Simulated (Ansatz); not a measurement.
BeTe in the zincblende structure was put through Ansatz (plane waves). The cell was relaxed with r2SCAN and then strained (isotropic -2.0 % on every length), with the atoms relaxed again with r2SCAN; k points keep the names of the unstrained zone.

The cell given to it:
```
Be Te
1.0
     0.00000    2.77205    2.77205
     2.77205    0.00000    2.77205
     2.77205    2.77205    0.00000
Be Te
1 1
Direct
  0.00000 0.00000 0.00000
  0.25000 0.25000 0.25000
```

The output, standing remarks left out:
```
Functional definition: r2SCAN
Crystal: 2 atoms, lattice volume = 42.602 Å³
Basis set: ecut = 500 eV, 1067 PW (Γ)
Bands: 13, of which v1, the nominal top of the filled ones, is band 9 counted from 1 (8 counted from 0)
Symmetry: 24 space group operations
k-points: 46 of 216 (irreducible under 4 space group operations, time reversal used)
preconditioner: auto → none  [insulator: Δε(μ)=2.166 eV  ℏωp=16.1 eV]
SCF 1 converged in 7 iterations: F = -7089.051724 eV  dr2 = 7.48e-11
SCF 1 converged in 3 iterations: F = -7089.058065 eV  dr2 = 8.98e-8
Free energy (F): -7089.051724 eV
Fermi energy:    7.908779 eV
--- Per-component energies (eV) ---
  E_band       = -271.012503
  E_kinetic    = 200.928853
  E_local      = -1329.541573
  E_nonlocal   = -305.310872
  E_hartree    = 841.775743
  E_xc         = -134.196755
  E_vxc        = -133.887584
  E_paw        = -4748.259805
  E_vpaw       = -394.331338
  E_vtau       = 7.578255
  E_ewald      = -1614.720112
  E_core_change = 0.272828
--- Dielectric response (ions clamped): 3 representative field directions + reference, inside a basis on a mesh of 216 k-points ---
  ε∞ (high-frequency dielectric tensor):
        7.005572     0.000000     0.000000
        0.000000     7.005572     0.000000
        0.000000     0.000000     7.005572
  Born effective charges Z* (e; rows j = field, columns β = displacement):
    site 0:
         1.31712    0.00000    0.00000
         0.00000    1.31712    0.00000
         0.00000    0.00000    1.31712
    site 1:
        -1.31712    0.00000    0.00000
         0.00000   -1.31712    0.00000
         0.00000    0.00000   -1.31712
  ε∞ is read to err by 2.0e-2, Z* by 1.7e-2 e
```

Q: Reconstruct the input.

A:
```yaml
crystal:
  # lattice and atoms as above
kpoints:
  mp_grid: { grid: [6, 6, 6] }
hamiltonian:
  xc: r2scan
scf:
  occupations: { method: fixed }
dielectric: {}
```
A response with clamped ions alone is the dielectric block. The term E_vtau belongs to a meta-GGA, which reads the kinetic-energy density. Not every key shows in the log; this is the file that was used.

Command: `ansatz run input.yaml --threads 2 --pin off --max-ram 29491MiB --backend cpu --events-out ev --progress --plain --runs-dir out`.

Q: It ran on 2 threads of AMD EPYC 7R13 Processor (Zen 3), with other jobs on the host. About how long did it take, and what peak of host memory did it reach?

A: About 24 s, with a peak of 0.87 GiB.

Calculated for a static, non-magnetic cell.
